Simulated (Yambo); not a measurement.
# WS2 (R3m) in Yambo: a series of runs, part 3 of 3

Yambo 5.3.0. The steps go on from the part before.

## Step 6: Optical spectrum, PBEsol

optics4.in

```
optics
chi
Chimod= "HARTREE"
% BndsRnXd
 1 | 18 |
%
NGsBlkXd= 3 Ry
% LongDrXd
 0 | 1 | 0 |
%
% QpntsRXd
 1 | 1 |
%
% EnRngeXd
 0 | 10 | eV
%
% DmRngeXd
 0.1 | 0.1 | eV
%
ETStpsXd= 150
```

scf.in

```
&CONTROL
  calculation = 'scf'
  prefix = 'pwscf'
  outdir = './tmp'
  pseudo_dir = './pseudo'
/
&SYSTEM
  ibrav = 0
  A = 6.42736331
  nat = 3
  ntyp = 2
  ecutwfc = 74
  nbnd = 20
  occupations = 'smearing'
  smearing = 'fd'
  degauss = 0.00367493
  force_symmorphic = .true.
/
&ELECTRONS
  conv_thr = 6d-10
  electron_maxstep = 120
  mixing_beta = 0.5
/
ATOMIC_SPECIES
W    183.8400 W.upf
S     32.0600 S.upf
CELL_PARAMETERS alat
   0.2456683906    0.1418367114    0.9589209503
  -0.2456683906    0.1418367114    0.9589209503
   0.0000000000   -0.2836734229    0.9589209503
ATOMIC_POSITIONS alat
W      0.0000000000    0.0000000000    0.0000000000
S      0.0000000000    0.0000000000    1.6713992164
S      0.0000000000    0.0000000000    2.1584351671
K_POINTS automatic
12 12 12 0 0 0
```

nscf.in

```
&CONTROL
  calculation = 'nscf'
  prefix = 'pwscf'
  outdir = './tmp'
  pseudo_dir = './pseudo'
/
&SYSTEM
  ibrav = 0
  A = 6.42736331
  nat = 3
  ntyp = 2
  ecutwfc = 74
  nbnd = 33
  occupations = 'fixed'
  force_symmorphic = .true.
/
&ELECTRONS
  conv_thr = 1d-08
  diago_full_acc = .true.
  diago_thr_init = 1d-06
/
ATOMIC_SPECIES
W    183.8400 W.upf
S     32.0600 S.upf
CELL_PARAMETERS alat
   0.2456683906    0.1418367114    0.9589209503
  -0.2456683906    0.1418367114    0.9589209503
   0.0000000000   -0.2836734229    0.9589209503
ATOMIC_POSITIONS alat
W      0.0000000000    0.0000000000    0.0000000000
S      0.0000000000    0.0000000000    1.6713992164
S      0.0000000000    0.0000000000    2.1584351671
K_POINTS automatic
12 12 12 0 0 0
```

Potentials or basis: PseudoDojo 0.4.1 SR PBEsol standard.

Launch:

```console
> OMP_NUM_THREADS=1 pw.x -in scf.in > scf.out
> OMP_NUM_THREADS=1 pw.x -in nscf.in > nscf.out
> cd tmp/pwscf.save; p2y; mv SAVE ../..; cd ../..
> OMP_NUM_THREADS=1 yambo
> OMP_NUM_THREADS=1 yambo -F optics4.in -J optics4 -C optics4_out
```

Yambo's report:

```text
[... sections 02.01 to 02.04 as in the set-up run ...]

  [02.05] Energies & Occupations
  ==============================

  [X] === General ===
  [X] Electronic Temperature                        :  0.000000  0.000000 [eV K]
  [X] Bosonic    Temperature                        :  0.000000  0.000000 [eV K]
  [X] Finite Temperature mode                       : no
  [X] El. density                                   :  0.48843E+24 [cm-3]
  [X] Fermi Level                                   :  11.65355 [eV]

  [X] === Gaps and Widths ===
  [X] Conduction Band Min                           :  0.975370 [eV]
  [X] Valence Band Max                              :  0.000000 [eV]
  [X] Filled Bands                                  :  13
  [X] Empty Bands                                   :   14   33
  [X] Direct Gap                                    :  1.885815 [eV]
  [X] Direct Gap localized at k                     :  139
  [X] Indirect Gap                                  :  0.975370 [eV]
  [X] Indirect Gap between kpts                     :  189   27
  [X] Last valence band width                       :  1.955056 [eV]
  [X] 1st conduction band width                     :  1.314302 [eV]

 [03] Transferred momenta grid and indexing
 ==========================================

 IBZ Q-points                                      :  189
 BZ  Q-points                                      :  1728

 K/Q-points units:
 rlu = crystal or reduced units; cc = cartesian coordinates; iku = interal k-units

 Q [  1]        [rlu]:  0.000000  0.000000  0.000000
 Q [  2]        [rlu]: -0.12640E-16 -0.91704E-17  0.83333E-01
 Q [  3]        [rlu]: -0.25280E-16 -0.18341E-16  0.16667
 Q [  4]        [rlu]: -0.71599E-16 -0.71599E-16  0.25000
 Q [  5]        [rlu]: -0.50559E-16 -0.36682E-16  0.33333
 Q [  6]        [rlu]: -0.45428E-16 -0.45428E-16  0.41667
[... 42 lines left out ...]
 Q [ 49]        [rlu]:  0.083333  0.083333  0.500000
 Q [ 50]        [rlu]:  0.083333  0.083333 -0.416667

 Remaining 139 points informations can be written running with -fatlog

 [04] Dipoles
 ============

  [04.01] Setup: observables and procedures
  =========================================

  [WARNING] [x,Vnl] slows the Dipoles computation. To neglect it rename the ns.kb_pp file
  [WF-Oscillators/G space/Transverse up loader] Normalization (few states)  min/max  :  0.69389E-17   1.0000

  [WR./optics4//ndb.dipoles]------------------------------------------------------
   Brillouin Zone Q/K grids (IBZ/BZ)                :   189  1728   189  1728
   RL vectors                                       :   5297 [WF]
   Fragmentation                                    : yes
   Electronic Temperature                           :  0.000000 [K]
   Bosonic    Temperature                           :  0.000000 [K]
   DIP band range                                   :   1  18
   DIP band range limits                            :  13  14
   DIP e/h energy range                             : -1.000000 -1.000000 [eV]
   RL vectors in the sum                            :   5297
   [r,Vnl] included                                 : yes
   Bands ordered                                    : yes
   Direct v evaluation                              : no
   Approach used                                    : G-space v
   Dipoles computed                                 : R V P [G-space]
   Wavefunctions                                    : Perdew, Burke & Ernzerhof SOL(X)+Perdew, Burke & Ernzerhof SOL(C)

  [WARNING] [r,Vnl^pseudo] included in position and velocity dipoles.

  [WARNING] In case H contains other non local terms, these are neglected

 [05] Optics
 ===========

 [X-CG] R(p) Tot o/o(of R):   10297  112320     100
```

Run time: 24 min. Hardware: 1 thread of Arm Neoverse V2, shared host; peak memory 3.1 GiB.

What came out:

```
Band gap on the k mesh, mean-field level                              : 0.98 eV, indirect (least direct gap 1.89 eV)
Absorption peak                                                       : 3.02 eV
Electronic dielectric constant along the field                        : 13.10
Electronic dielectric constant along the field, independent particles : 13.74
```

Dielectric function (along the field direction of the input):
```tsv
energy (eV)	real part	imaginary part
0.27	13.17	0.32
0.74	13.68	0.38
1.28	15.16	0.60
1.74	18.82	2.37
2.28	22.74	4.17
2.82	17.05	15.18
3.29	10.10	17.94
3.83	4.82	14.98
4.36	2.39	14.70
4.83	-0.43	13.73
5.37	-2.76	10.22
5.84	-1.88	9.48
6.38	-2.16	7.92
6.91	-2.27	7.76
7.38	-3.22	6.76
7.92	-4.01	5.03
8.46	-3.23	4.31
8.93	-3.35	3.42
9.46	-3.38	3.99
10.00	-3.53	2.64
```

Caveat: these spectra lack excitons; spin-orbit coupling is left out, which moves the levels of the heavy elements.

## Step 7: The runs side by side

| direction of the field or of q to 0 | broadening | kernel | top of the energy range | energy points | other keys | gap on the mesh (eV) |
| --- | --- | --- | --- | --- | --- | --- |
| x | 0.1 eV | none (independent particles) | 15 eV | 150 | - | 0.98 |
| x | 0.05 eV | Hartree (RPA with local fields) | 30 eV | 200 | - | 0.98 |
| x | 0.05 eV | adiabatic LDA | 30 eV | 300 | - | 0.98 |
| x + y | 0.1 eV | none (independent particles) | 30 eV | 200 | - | 0.98 |
| y | 0.1 eV | Hartree (RPA with local fields) | 10 eV | 150 | several, not listed | 0.98 |

Alike in all rows: task optical spectrum; level PBEsol; potentials or basis PseudoDojo 0.4.1 SR PBEsol standard; no spin polarisation; cell as given; k mesh 12 × 12 × 12; cutoff (eV) 1007; smearing fixed.

Caveats: spin-orbit coupling is left out, which moves the levels of the heavy elements; these spectra lack excitons (some runs); independent-particle spectra lack excitons (some runs); the LDA kernel is used on GGA states, which is inconsistent by a few percent (some runs).

Total energies depend on the potentials used, so only differences within one code and one set of settings carry meaning.
